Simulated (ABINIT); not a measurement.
Ti: single point with PBE

Crystal: Ti.

```
Ti
1.0
     2.95000    0.00000    0.00000
    -1.47500    2.55477    0.00000
     0.00000    0.00000    4.68000
Ti
2
Cartesian
  1.4750 0.8516 3.5100
  0.0000 1.7032 1.1700
```

| Property | Result |
| --- | --- |
| Program | ABINIT 10.8.3 (patched build) |
| Task | single point |
| Functional | PBE |
| Potentials or basis | JTH PAW PBE v2.0 |
| Cutoff | 408 eV |
| k mesh | 10 × 10 × 6 |
| Occupations | fermi-dirac, width 0.05 eV |
| Spin | no spin polarisation |

The pressure is -1.3 GPa, the band gap on the k mesh is none (metal or under the smearing width) and the valence electrons inside the program's atomic spheres are Ti 10.14 (radii [1.2214] Å).

Stress tensor (GPa, compression positive):
```
-1.13  0.00  0.00
 0.00 -1.13  0.00
 0.00  0.00 -1.53
```

Levels at points of the mesh, in eV from the Fermi level:
```tsv
k point	band 9	band 10	band 11	band 12	band 13	band 14	band 15	band 16
(0.00, 0.00, 0.00)	-6.15	-2.65	0.73	0.78	0.78	0.88	1.27	1.59
(0.50, 0.00, 0.00)	-2.31	-2.11	-1.80	-0.62	0.50	0.62	1.16	3.30
(0.00, 0.00, 0.50)	-4.32	-4.32	0.09	0.09	0.69	0.69	0.69	0.69
(0.50, 0.00, 0.50)	-2.50	-2.50	-0.79	-0.79	1.30	1.30	1.72	1.72
```

It took 10 s on 1 thread of Intel(R) Xeon(R) 6975P-C (Granite Rapids), with other jobs on the host, peak memory 0.11 GiB.
